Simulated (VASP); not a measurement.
# AgCl (Fm-3m) in VASP: further runs, part 3 of 3

VASP 6.6.1.

### 6 Relaxation of cell and atoms, PBEsol+D4

Contents of INCAR:

```
ALGO = Normal
EDIFF = 1E-6
EDIFFG = -0.01
ENCUT = 600
GGA = PS
IBRION = 2
ISIF = 3
ISMEAR = -1
IVDW = 13
LASPH = T
LCHARG = F
LREAL = F
LWAVE = F
NELM = 60
NSW = 60
PREC = Accurate
SIGMA = 0.05
```

Contents of KPOINTS:

```
k-points
0
Gamma
  8 8 8
```

Contents of POSCAR:

```
AgCl
1.0
    0.0000000000      2.7350000000      2.7350000000
    2.7350000000      0.0000000000      2.7350000000
    2.7350000000      2.7350000000      0.0000000000
Ag Cl
1 1
Direct
    0.0000000000      0.0000000000      0.0000000000
    0.5000000000      0.5000000000      0.5000000000
```

Potentials or basis: VASP PAW PBE potentials, release 64 (Ag, Cl).

Run with:

```
$ cat potpaw_PBE.64/Ag/POTCAR potpaw_PBE.64/Cl/POTCAR > POTCAR
$ mpirun -np 1 vasp_std > vasp.out
```

OUTCAR:

```text
EDIFF = 1E-6
   EDIFFG = -0.01
   ENCUT = 600
   GGA = PS
   IBRION = 2
   ISIF = 3
   ISMEAR = -1
   IVDW = 13
   LASPH = T
   LREAL = F
   NELM = 60
   NSW = 60
   PREC = Accurate

 ion  position               nearest neighbor table
   1  0.000  0.000  0.000-   2 2.73   2 2.73   2 2.73   2 2.73   2 2.73   2 2.73
   2  0.500  0.500  0.500-   1 2.73   1 2.73   1 2.73   1 2.73   1 2.73   1 2.73

  LATTYP: Found a face centered cubic cell.
 ALAT       =     5.4700000000

  Lattice vectors:

 A1 = (   0.0000000000,   2.7350000000,   2.7350000000)
 A2 = (   2.7350000000,   0.0000000000,   2.7350000000)
 A3 = (   2.7350000000,   2.7350000000,   0.0000000000)

Analysis of symmetry for initial positions (statically):
=====================================================================
 Subroutine PRICEL returns:
 Original cell was already a primitive cell.

 Routine SETGRP: Setting up the symmetry group for a
 face centered cubic supercell.

 Subroutine GETGRP returns: Found 48 space group operations
 (whereof 48 operations were pure point group operations)
 out of a pool of 48 trial point group operations.

The static configuration has the point symmetry O_h .

Analysis of symmetry for dynamics (positions and initial velocities):
=====================================================================
 Subroutine PRICEL returns:
 Original cell was already a primitive cell.

 Routine SETGRP: Setting up the symmetry group for a
 face centered cubic supercell.

 Subroutine GETGRP returns: Found 48 space group operations
 (whereof 48 operations were pure point group operations)
 out of a pool of 48 trial point group operations.

The dynamic configuration has the point symmetry O_h .

 Subroutine INISYM returns: Found 48 space group operations
 (whereof 48 operations are pure point group operations),
 and found     1 'primitive' translations

----------------------------------------------------------------------------------------

                                     Primitive cell

  volume of cell :      40.9168

  direct lattice vectors                    reciprocal lattice vectors
     0.000000000  2.735000000  2.735000000    -0.182815356  0.182815356  0.182815356
     2.735000000  0.000000000  2.735000000     0.182815356 -0.182815356  0.182815356
     2.735000000  2.735000000  0.000000000     0.182815356  0.182815356 -0.182815356

  length of vectors
     3.867874093  3.867874093  3.867874093     0.316645486  0.316645486  0.316645486

  position of ions in fractional coordinates (direct lattice)
     0.000000000  0.000000000  0.000000000
     0.500000000  0.500000000  0.500000000

  ion indices of the primitive-cell ions
   primitive index   ion index
                 1           1
                 2           2

----------------------------------------------------------------------------------------

 KPOINTS: k-points

Automatic generation of k-mesh.
 Grid dimensions read from file:
 generate k-points for:    8    8    8

 Generating k-lattice:

  Cartesian coordinates                     Fractional coordinates (reciprocal lattice)
    -0.022851920  0.022851920  0.022851920     0.125000000  0.000000000  0.000000000
     0.022851920 -0.022851920  0.022851920     0.000000000  0.125000000  0.000000000
     0.022851920  0.022851920 -0.022851920     0.000000000  0.000000000  0.125000000

  Length of vectors
     0.039580686  0.039580686  0.039580686

  Shift w.r.t. Gamma in fractional coordinates (k-lattice)
     0.000000000  0.000000000  0.000000000

 Subroutine IBZKPT returns following result:
 ===========================================

 Found     29 irreducible k-points:

 Following reciprocal coordinates:
            Coordinates               Weight
  0.000000  0.000000  0.000000      1.000000
  0.125000  0.000000  0.000000      8.000000
  0.250000  0.000000  0.000000      8.000000
  0.375000  0.000000  0.000000      8.000000
  0.500000  0.000000  0.000000      4.000000
  0.125000  0.125000  0.000000      6.000000
[... 16 lines left out ...]
  0.500000  0.250000  0.125000     48.000000
 -0.375000  0.250000  0.125000     24.000000
 [... further k-points ...]
   k-points           NKPTS =     29   k-points in BZ     NKDIM =     29   number of bands    NBANDS=     13
   number of dos      NEDOS =    301   number of ions     NIONS =      2
   total plane-waves  NPLWV =  32768
   dimension x,y,z NGX =    32 NGY =   32 NGZ =   32
   dimension x,y,z NGXF=    64 NGYF=   64 NGZF=   64
   ions per type =               1   1
   NGX,Y,Z   is equivalent  to a cutoff of  13.75, 13.75, 13.75 a.u.
   NGXF,Y,Z  is equivalent  to a cutoff of  27.51, 27.51, 27.51 a.u.
 SYSTEM =  unknown system
   PREC   = accura    normal or accurate (medium, high low for compatibility)
   ISTART =      0    job   : 0-new  1-cont  2-samecut
   ICHARG =      2    charge: 1-file 2-atom 10-const
   ISPIN  =      1    spin polarized calculation?
   LNONCOLLINEAR =      F non collinear calculations
   LSORBIT =      F    spin-orbit coupling
   LASPH  =      T    aspherical Exc in radial PAW
   ENCUT  =  600.0 eV  44.10 Ry    6.64 a.u.   7.73  7.73  7.73*2*pi/ulx,y,z
   NELM   =     60;   NELMIN=  2; NELMDL= -5     # of ELM steps
   EDIFF  = 0.1E-05   stopping-criterion for ELM
   LREAL  =      F    real-space projection
   EDIFFG = -.1E-01   stopping-criterion for IOM
   NSW    =     60    number of steps for IOM
   IBRION =      2    ionic relax: 0-MD 1-quasi-New 2-CG
   NFREE  =      1    steps in history (QN), initial steepest desc. (CG)
   ISIF   =      3    stress and relaxation
   ISYM   =      2    0-nonsym 1-usesym 2-fastsym
   POTIM  = 0.5000    time-step for ionic-motion
   TEBEG  =    0.0;   TEEND  =   0.0 temperature during run
   PSTRESS=    0.0 pullay stress
   NELECT =      18.0000    total number of electrons
   NUPDOWN=      -1.0000    fix difference up-down
   EMIN   =  10.00;   EMAX   =-10.00  energy-range for DOS
   EFERMI =   0.00;   METHOD = LEGACY
   ISMEAR =    -1;   SIGMA  =   0.05  broadening in eV -4-tet -1-fermi 0-gaus
   EFERMI_NEDOS =   21; number of points for ismear=-14 and -15
   IALGO  =     38    algorithm
   IMIX   =      4    mixing-type and parameters
     AMIX     =   0.40;   BMIX     =  1.00
     AMIX_MAG =   1.60;   BMIX_MAG =  1.00
  volume/ion in A,a.u.               =      20.46       138.06
  Fermi-wavevector in a.u.,A,eV,Ry     =   1.245083  2.352866 21.092186  1.550232
  Thomas-Fermi vector in A             =   2.379321
   LORBIT       =      0    0 simple, 1 ext, 2 COOP (PROOUT), +10 PAW based schemes
   GGA     = PS    functional components
   LHFCALC =     F    Hartree Fock is set to
   AEXX    =    0.0000 exact exchange contribution
   IVDW    =    13    specifies the selected vdW correction
   LEPSILON=     F    determine dielectric tensor
   LRPA    =     F    only Hartree local field effects (RPA)
 conjugate gradient relaxation of ions
 non-spin polarized calculation
  energy-cutoff  :      600.00
  volume of cell :       40.92
 maximum number of plane-waves:      1384
   NGX = 15   NGY = 15   NGZ = 15

--------------------------------------- Ionic step        1  -------------------------------------------

 number of electron      17.9999998 magnetization

 Free energy of the ion-electron system (eV)
  ---------------------------------------------------
  ext. energy  EPLUGINS =         0.00000000
  ---------------------------------------------------
  free energy    TOTEN  =        -6.06023434 eV

  energy without entropy =       -6.06022324  energy(sigma->0) =       -6.06022879

------------------------ aborting loop because EDIFF is reached ----------------------------------------

  DFT-D4 for vdW energy calculation

  Edisp (eV):   -0.39838
[... 71 lines left out ...]
--------------------------------------- Ionic step        3  -------------------------------------------

 number of electron      18.0000000 magnetization

 Free energy of the ion-electron system (eV)
  ---------------------------------------------------
  ext. energy  EPLUGINS =         0.00000000
  ---------------------------------------------------
  free energy    TOTEN  =        -6.05651493 eV

  energy without entropy =       -6.05650426  energy(sigma->0) =       -6.05650960

 E-fermi :   5.2253     XC(G=0): -10.6444

 val. band max:        4.7884437226   @ k =   0.5000   0.0000   0.0000
 cond. band min:       5.5126636441   @ k =   0.0000   0.0000   0.0000
 fundamental gap:      0.7242199215
 Fermi energy:         5.2253101687

 k-point     1 :       0.0000    0.0000    0.0000
  band No.  band energies     occupation
      1     -10.9299      2.00000
      2       1.9499      2.00000
      3       1.9499      2.00000
      4       1.9499      2.00000
      5       1.9952      2.00000
      6       1.9952      2.00000
      7       2.1111      2.00000
      8       2.1111      2.00000
      9       2.1111      2.00000
     10       5.5127      0.00636
     11      15.5025      0.00000
     12      15.5025      0.00000
     13      15.5025      0.00000
[... 354 lines left out ...]
  band No.  band energies     occupation
      1     -10.3283      2.00000
      2      -0.7768      2.00000
      3       0.0827      2.00000
      4       0.1562      2.00000
      5       2.3292      2.00000
      6       2.4098      2.00000
      7       2.6965      2.00000
      8       3.6461      2.00000
      9       4.1981      2.00000
     10       9.7830      0.00000
     11      10.1765      0.00000
     12      12.7948      0.00000
     13      13.1740      0.00000

 [... further k-points ...]

------------------------ aborting loop because EDIFF is reached ----------------------------------------

  DFT-D4 for vdW energy calculation

  Edisp (eV):   -0.41365
[... 25 lines left out ...]
  FREE ENERGIE OF THE ION-ELECTRON SYSTEM (eV)
  ---------------------------------------------------
  free  energy   TOTEN  =        -6.4701665352 eV

  energy  without entropy=       -6.4701558628  energy(sigma->0) =       -6.47016120

 reached required accuracy - stopping structural energy minimisation
```

CONTCAR:

```text
AgCl
   1.00000000000000
     0.0000000000000000    2.6991885638899293    2.6991885638899293
     2.6991885638899293    0.0000000000000000    2.6991885638899293
     2.6991885638899293    2.6991885638899293    0.0000000000000000
  Ag              Cl
     1     1
Direct
     0.0000000000000000    0.0000000000000000    0.0000000000000000
     0.5000000000000000    0.5000000000000000    0.5000000000000000

  0.00000000E+00  0.00000000E+00  0.00000000E+00
  0.00000000E+00  0.00000000E+00  0.00000000E+00
```

Run time: 32 s. Hardware: 1 thread of Intel Xeon Platinum 8488C (Sapphire Rapids), shared host; peak memory 0.2 GiB.

What came out:

```
Free energy                           : -6.4702 eV
Relaxed volume                        : 19.67 Å³/atom
Relaxed cell                          : a = 3.817 Å, b = 3.817 Å, c = 3.817 Å, α = 60.00°, β = 60.00°, γ = 60.00°
Space group after relaxing (to 0.1 Å) : Fm-3m (No. 225)
Energy gained by relaxing             : 5.8 meV/atom
Ionic steps                           : 3
Pressure after relaxing               : 0.0 GPa
Band gap on the k mesh                : 0.72 eV (least direct gap 3.33 eV)
Dispersion energy per atom            : -0.207 eV
```

Step by step:
```tsv
step	energy change (eV)	largest force (eV/Å)	pressure (GPa)	volume (Å³)
1	0.0000	0.0000	-2.22	40.92
2	-0.0115	0.0000	0.12	39.26
3	-0.0116	0.0000	0.00	39.33
```

Final structure:
```yaml
crystal:
  lattice:
    - [0.00000, 2.69919, 2.69919]
    - [2.69919, 0.00000, 2.69919]
    - [2.69919, 2.69919, 0.00000]
  atoms:
    - { symbol: Ag, position: [0.00000, 0.00000, 0.00000] }
    - { symbol: Cl, position: [0.50000, 0.50000, 0.50000] }
```

Caveat: semilocal functionals underestimate gaps, and a narrow one can read as zero; the PAW data sets were made with another functional, which shifts forces and pressure a little. Expect the measured gap to be larger: semilocal functionals such as PBEsol lack the derivative discontinuity.

### 7 The runs side by side

| task | level | potentials or basis | U | cell | k mesh | cutoff (eV) | grid for exact exchange (PRECFOCK) | share of exact exchange | gap on the mesh (eV) | pressure (GPa) | relaxed volume (Å³/atom) |
| --- | --- | --- | --- | --- | --- | --- | --- | --- | --- | --- | --- |
| single point | PBEsol+U | VASP PAW PBE potentials, release 64 (Ag_sv_GW, Cl) | Ag d U = 5.0 eV | a = 3.868 Å, angles 60.0°, 2 atoms | 8 × 8 × 8 | 630 | - | - | 1.42 | 0.0 | - |
| single point | PBE0 | VASP PAW PBE potentials, release 64 (Ag, Cl) | - | a = 3.919 Å, angles 60.0°, 2 atoms | 6 × 6 × 6 | 520 | Normal | 0.25 | 3.10 | 1.1 | - |
| relaxation of cell and atoms | PBEsol | VASP PAW PBE potentials, release 64 (Ag, Cl) | - | relaxed from a = 3.868 Å, angles 60.0°, 2 atoms | 8 × 8 × 8 | 600 | - | - | 0.72 | 0.0 | 20.18 |
| relaxation of cell and atoms | PBEsol+D3(BJ) | VASP PAW PBE potentials, release 64 (Ag, Cl) | - | relaxed from a = 3.868 Å, angles 60.0°, 2 atoms | 8 × 8 × 8 | 600 | - | - | 0.73 | 0.0 | 19.38 |
| relaxation of cell and atoms | PBEsol+D4 | VASP PAW PBE potentials, release 64 (Ag, Cl) | - | relaxed from a = 3.868 Å, angles 60.0°, 2 atoms | 8 × 8 × 8 | 600 | - | - | 0.72 | 0.0 | 19.67 |

Alike in all rows: no spin polarisation; smearing fermi-dirac 0.05 eV.

Caveats: the PAW data sets were made with another functional, which shifts forces and pressure a little; semilocal functionals underestimate gaps, and a narrow one can read as zero (at least some runs).

Absolute energies hang on the potentials; compare differences alone.

### 8 Comparison with measurements

Step 2. A measured gap of AgCl is 3.249 eV (indirect; a printed reference work, data compilation); the calculated 1.42 eV misses it by -1.83 eV. So large a miss can be the level of theory's own, or it may mean another phase, state or a wrong row. Spin-orbit coupling on Ag is left out. The value is that of PBEsol+U on a finite k mesh, which can miss the band edges, without temperature or zero-point motion.
